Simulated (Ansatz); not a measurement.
TaN: a bulk modulus from differences

It was relaxed at this level from a cell as deposited in COD.

The calculation used Ansatz 0.2.0, DFT PBE, scalar-relativistic, plane waves, PAW. The final run on the 2-atom cell used 420 eV, a Γ-centred 24×24×20 mesh, 0.10 eV smearing and no spin polarisation.

```
CELL_PARAMETERS angstrom
2.95021 0.00000 0.00000
-1.47510 2.55496 0.00000
0.00000 0.00000 2.89776
ATOMIC_POSITIONS crystal
Ta 0.33333 0.66667 0.50000
N 0.00000 0.00000 0.00000
```

The cell was set to several volumes, with shape and atoms relaxed at each where symmetry leaves them free. Pressure is positive in compression, and energies count from the lowest row. No row has a gap on its mesh.

```tsv
row	V (Å³/atom)	P (GPa)	ΔE (meV/atom)
1	9.611	56.67	207.1
2	9.938	38.92	109.8
3	10.266	?	?
4	10.594	10.95	10.9
5	10.921	0.00	0.0
6	11.249	-9.33	9.8
7	11.576	-17.26	37.2
8	12.013	-26.02	96.6
```

Question: Find B = −V·ΔP/ΔV from rows 4 and 6 and from rows 1 and 2, and from the two its slope B′ and its value B0 at zero pressure.

Answer: Rows 4 and 6 give −(10.594 + 11.249)/2 × (-9.33 − (10.95))/(11.249 − 10.594) = 338.1 GPa at a mean pressure of 0.81 GPa. Rows 1 and 2 give −(9.611 + 9.938)/2 × (38.92 − (56.67))/(9.938 − 9.611) = 530.6 GPa at a mean pressure of 47.80 GPa. So B′ = (530.6 − 338.1)/(47.80 − (0.81)) = 4.10 and B0 = 338.1 − 4.10 × (0.81) = 334.8 GPa. A third-order Birch–Murnaghan fit to all the energies gives B0 = 336.1 GPa and B′ = 4.3.

Question: Estimate the pressure and energy of row 3.

Answer: From row 5, V0 = 10.921 × (1 + (0.00)/334.8) = 10.921 Å³/atom. Murnaghan's form P = (B0/B′)·[(V0/V)^B′ − 1] gives (334.8/4.10) × [(10.921/10.266)^4.10 − 1] = 23.57 GPa; the computed pressure is 23.81 GPa, so the estimate is off by -0.24 GPa. The work of compression from row 4, with the mean of the two pressures, gives ΔE = 10.9 + (23.57 + 10.95)/2 × (10.594 − 10.266)/160.2 × 1000 = 46.2 meV/atom (1 eV/Å³ = 160.2 GPa); the computed value is 46.1 meV/atom.

These runs have no spin–orbit coupling, which can matter for Ta. All volumes keep the k mesh of the relaxed cell. Symmetry constrained the relaxation, so the result can be a saddle point.
